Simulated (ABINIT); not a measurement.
WC (Qusongite):

```xyz
2
Lattice="2.9065 0.0000 0.0000 -1.4532 2.5171 0.0000 0.0000 0.0000 2.8366" Properties=species:S:1:pos:R:3 pbc="T T T"
W     0.0000    0.0000    0.0000
C     1.4533    0.8390    1.4183
```

Base run:

| Property | Result |
| --- | --- |
| Program | ABINIT 10.8.3 (patched build) |
| Functional | PW91 |
| Potentials or basis | JTH PAW PBE v2.0 |
| Cutoff | 517 eV |
| k mesh | 10 × 10 × 9 |
| Occupations | fermi-dirac, width 0.05 eV |
| Spin | spin-orbit coupling, no magnetisation |

Its results: band gap on the k mesh none (metal or under the smearing width); pressure 7.3 GPa.

Question: The run is repeated on the same cell with these changes: functional from PW91 to BP86. What comes out?

Answer: Band gap on the k mesh none (metal or under the smearing width); pressure 8.9 GPa.

Caveats: the PAW data sets were made with another functional, which shifts forces and pressure a little.
